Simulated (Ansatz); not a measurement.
## NaH (rocksalt) under strain

NaH built on the rocksalt prototype, relaxed with r2SCAN in the PAW code Ansatz. The symmetry is Fm-3m (No. 225, cubic); a = 4.795 Å in the conventional setting, 13.78 Å³ an atom. Na is surrounded by 6 H at 2.40 Å; H is surrounded by 6 Na at 2.40 Å.

The axes x, y and z are those of this cell:
```yaml
crystal:
  lattice:
    - [0.00000, 2.39751, 2.39751]
    - [2.39751, 0.00000, 2.39751]
    - [2.39751, 2.39751, 0.00000]
  atoms:
    - { symbol: Na, position: [0.00000, 0.00000, 0.00000] }
    - { symbol: H, position: [0.50000, 0.50000, 0.50000] }
```

Unstrained: PBE gives an indirect gap of 3.802 eV, from W to L; the least direct gap is 4.672 eV at L. The r2SCAN gap is indirect, 4.401 eV (W to L), below the direct gap of 5.264 eV at L. HSE06 gives an indirect gap of 4.849 eV, from W to L; the least direct gap is 5.811 eV at L. Meshes: PBE 10×10×10, r2SCAN 10×10×10, HSE06 6×6×6. Strains are changes of length per length. After each strain the atoms were relaxed again with r2SCAN within the symmetry that the strain leaves, so tilts or polar shifts that break it weren't tested; points keep the names that they have in the unstrained zone. Spin-unpolarised throughout; all numbers are computed.

Changes of the least gap in eV (an overlap counts as a negative gap):
```csv
strain,volume change (%),space group,PBE,r2SCAN,HSE06,"energy rise, r2SCAN (meV/atom)"
uniaxial +3.35 % along [111],+3.4,R-3m,-0.256,-0.261,-0.268,2.7
isotropic -1.13 % on every length,-3.4,Fm-3m,+0.058,+0.062,+0.070,1.2
```

Uniaxial +3.35 % along [111], other directions held. HSE06: the gap goes from 4.849 to 4.581 eV (-0.268 eV). Stress change with r2SCAN, compression positive: xx -0.76, yy -0.76, zz -0.76, xy -0.54, xz -0.54, yz -0.54 GPa.

Isotropic -1.13 % on every length. HSE06: the gap goes from 4.849 to 4.919 eV (+0.070 eV). Stress change with r2SCAN, compression positive: xx +0.89, yy +0.89, zz +0.89 GPa. For HSE06, dE_g/d ln V = -2.0 eV over this step.

The meshes of the hybrids are coarse, so their gaps aren't converged to the digits shown.
